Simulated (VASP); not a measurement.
Write the native input for VASP 6.6.1 that does the following.

| Quantity | Value |
| --- | --- |
| Task | single point |
| Functional | PBEsol |
| Potentials or basis | VASP PAW PBE potentials, release 64 (Pd) |
| Cutoff | 520 eV |
| k mesh | 8 × 8 × 8 |
| Occupations | gaussian, width 0.1 eV |
| Spin | no spin polarisation |
| Dipole correction | no |
| Further INCAR settings | ALGO = Normal; EDIFF = 1e-06; NBANDS = 11 |

The structure of Pd lies in POSCAR:

```
Pd
1.0
   -1.5722810000      1.5722810000      1.5722810000
    1.5722810000     -1.5722810000      1.5722810000
    1.5722810000      1.5722810000     -1.5722810000
Pd
1
Direct
    0.0000000000      0.0000000000      0.0000000000
```

This isn't the form of Pd at room conditions, which is fcc.

One way to write it, as run:

INCAR

```
SYSTEM = Pd
PREC = Accurate
ENCUT = 520
EDIFF = 1E-6
ISMEAR = 0
SIGMA = 0.1
LREAL = .False.
LASPH = .True.
NELM = 100
ALGO = Normal
ISIF = 2
LWAVE = .False.
LCHARG = .True.
GGA = PS
LELF = .True.
LVHAR = .True.
NBANDS = 11
```

KPOINTS

```
regular mesh
0
Gamma
  8 8 8
  0 0 0
```

Potentials or basis: VASP PAW PBE potentials, release 64 (Pd).

Command:

```sh
$ cat potpaw_PBE.64/Pd/POTCAR > POTCAR
$ mpirun -np 1 vasp_std > vasp.out
```

Results of the run:

The pressure is -9.9 GPa and the band gap on the k mesh is none (metal or under the smearing width).

Caveat: the PAW data sets were made with another functional, which shifts forces and pressure a little.

Run time: 4.4 s on 1 thread of Intel(R) Xeon(R) Platinum 8488C (Sapphire Rapids) (shared host), peak memory 0.12 GiB.
